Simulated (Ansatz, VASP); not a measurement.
**In in VASP and in Ansatz**

```
In
1.0
     0.00000    3.36477    3.36477
     3.36477    0.00000    3.36477
     3.36477    3.36477    0.00000
In
2
Direct
  0.00000 0.00000 0.00000
  0.25000 0.25000 0.25000
```

This isn't the form of In at room conditions, which is tetragonal.

Alike in both runs: task single point; functional PBE; k mesh 9 × 9 × 9; occupations fermi-dirac, width 0.05 eV; no spin polarisation.

|  | VASP | Ansatz |
| --- | --- | --- |
| version | VASP 6.6.1 | Ansatz 0.2.0 |
| potentials or method | VASP PAW PBE potentials, release 64 (In_d), cutoff 520 eV | all-electron LAPW, scalar-relativistic |

|  | VASP | Ansatz | Ansatz less VASP |
| --- | --- | --- | --- |
| pressure (GPa) | -0.1 | 0.0 | +0.04 |

Ansatz ran all-electron here, so the differences hold the error of VASP's frozen core and of both bases.
